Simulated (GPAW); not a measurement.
Runs of GPAW 26.7.0 on Cu. The structure is cubic, space group Fm-3m (No. 225). The conventional cell has a = 3.615 Å, b = 3.615 Å, c = 3.615 Å, α = 90.00°, β = 90.00°, γ = 90.00°. Cu (site symmetry m-3m) has 12 Cu at 2.56 Å as nearest neighbours. 

```tsv
task	level	potentials or basis	cell	smearing	band path	band points	eigensolver	optimizer	fmax	gap on the mesh (eV)	pressure (GPa)
band structure	LDA	the program's PAW data sets (release 1.2.1) made for this functional, pw	as given	fermi-dirac 0.05 eV	GXWKGLUWLK,UX	100	-	-	-	-	-11.5
band structure	revPBE	the program's PAW data sets (release 1.2.1) made for this functional, pw	as given	fermi-dirac 0.05 eV	GXWKGLUWLK,UX	100	-	-	-	-	6.9
single point	PBE	GPAW PAW data sets (gpaw-data 1.2.1), pw	as given	gaussian 0.013 eV	-	-	-	-	-	none	(a)
relaxation of cell and atoms	BLYP+D4	PAW data sets generated in the run's folder for this functional, pw	relaxed	fermi-dirac 0.05 eV	-	-	davidson	BFGS	0.05 eV/Å	none	0.1
```

Alike in all rows: no spin polarisation; k mesh 13 × 13 × 13; cutoff (eV) 600.

Estimate the missing entries.

(a) 3.1.

Caveats: with this Cu data set, volumes or pressures lay over 1.5 % or 2 GPa off other programs in two to four cells of ten; later steps reuse the first step's grids (some runs); pairwise dispersion overbinds metals, which lowers pressure and volume (some runs).

A gap of «none» marks a metal or a gap under the smearing width.
